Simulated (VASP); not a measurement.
Here is a VASP 6.6.1 calculation.

INCAR

```
ALGO = Fast
EDIFF = 1E-7
ENCUT = 520
GGA = PE
ISIF = 2
ISMEAR = 0
LASPH = T
LCHARG = F
LREAL = F
LWAVE = F
NBANDS = 15
NELM = 60
PREC = Accurate
SIGMA = 0.05
```

File KPOINTS:

```
k-points
0
Gamma
  6 6 6
```

File POSCAR:

```
KBr
1.0
    4.0434990000      0.0000000000      0.0000000000
    0.0000000000      4.0434990000      0.0000000000
    0.0000000000      0.0000000000      4.0434990000
K Br
1 1
Direct
   -0.1081983698      0.0000000000      0.0000000000
    0.5000000000      0.5000000000      0.5000000000
```

Potentials or basis: VASP PAW PBE potentials, release 64 (K_sv, Br).

Launch:

```sh
$ cat potpaw_PBE.64/K_sv/POTCAR potpaw_PBE.64/Br/POTCAR > POTCAR
$ mpirun -np 1 vasp_std > vasp.out
```

(1) Estimate the pressure.

(2) What does it give for the largest force?

(3) Predict the band gap on the k mesh.

Results:

(1) 0.8 GPa.

(2) 0.257 eV/Å.

(3) 3.91 eV, indirect (least direct gap 4.18 eV).
